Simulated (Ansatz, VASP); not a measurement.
# BP: VASP beside Ansatz

```
CELL_PARAMETERS angstrom
0.00000 2.26900 2.26900
2.26900 0.00000 2.26900
2.26900 2.26900 0.00000
ATOMIC_POSITIONS crystal
P 0.75000 0.75000 0.75000
B 0.00000 0.00000 0.00000
```

Alike in both runs: task relaxation of cell and atoms; functional RPBE; dispersion D3(BJ); k mesh 10 × 10 × 10; occupations fermi-dirac, width 0.05 eV; no spin polarisation.

```csv
,VASP,Ansatz
version,VASP 6.6.1,Ansatz 0.2.0
potentials or method,"VASP PAW PBE potentials, release 64 (P, B)",Ansatz PAW
plane-wave cutoff (eV),600,420
valence electrons in the cell,8,8
```

|  | VASP | Ansatz | Ansatz less VASP |
| --- | --- | --- | --- |
| gap on the k mesh at the Fermi level, each at its own relaxed structure (eV) | 1.10 | 1.12 | +0.021 |
| relaxed volume (Å³/atom) | 10.57 | 10.60 | +0.030 |
| relaxed cell length with the largest relative difference (Å) | 3.104 | 3.107 | +0.0029 |
| energy change over the relaxation (meV/atom) | -59 | -55 | +3.8 |

Caveats: the PAW data sets were made with another functional, which shifts forces and pressure a little (VASP); the plane-wave basis is chosen anew once the cell has moved, so the energies of steps on either side of that aren't comparable (Ansatz); the PAW data sets come from PBE, with cores solved anew for the run's functional, which leaves a small shift of forces and pressure (Ansatz). A k mesh can miss the band edges.
